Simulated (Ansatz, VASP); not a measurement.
Two plane-wave programs on CaSe

```
Ca Se
1.0
     0.00000    2.95600    2.95600
     2.95600    0.00000    2.95600
     2.95600    2.95600    0.00000
Ca Se
1 1
Direct
  0.97886 0.97886 0.02114
  0.50000 0.50000 0.50000
```

Change from the starting cell: all Ca atoms moved +0.125 Å, as atom 1 towards its neighbour atom 2 (Se) at 2.956 Å.

Alike in both runs: task single point; functional PBE; k mesh 8 × 8 × 8; occupations gaussian, width 0.05 eV; no spin polarisation.

|  | VASP | Ansatz |
| --- | --- | --- |
| version | VASP 6.6.1 | Ansatz 0.2.0 |
| potentials or method | VASP PAW PBE potentials, release 64 (Ca_sv, Se) | scalar-relativistic, plane waves, PAW |
| plane-wave cutoff (eV) | 520 | 420 |
| valence electrons in the cell | 16 | 26 |

```csv
,VASP,Ansatz,Ansatz less VASP
gap on the k mesh at the Fermi level (eV),2.05,2.06,+0.010
least direct gap on the mesh (eV),2.96,2.97,+0.009
pressure (GPa),1.6,1.5,-0.18
largest component of the traceless stress (GPa),0.71,0.70,-0.008
rms of the force components (eV/Å),0.240,0.236,-0.0036
```

Atom by atom the forces differ by 0.004 eV/Å (rms over components). The two sets of potentials don't hold the same shells in valence.

A k mesh can miss the band edges.
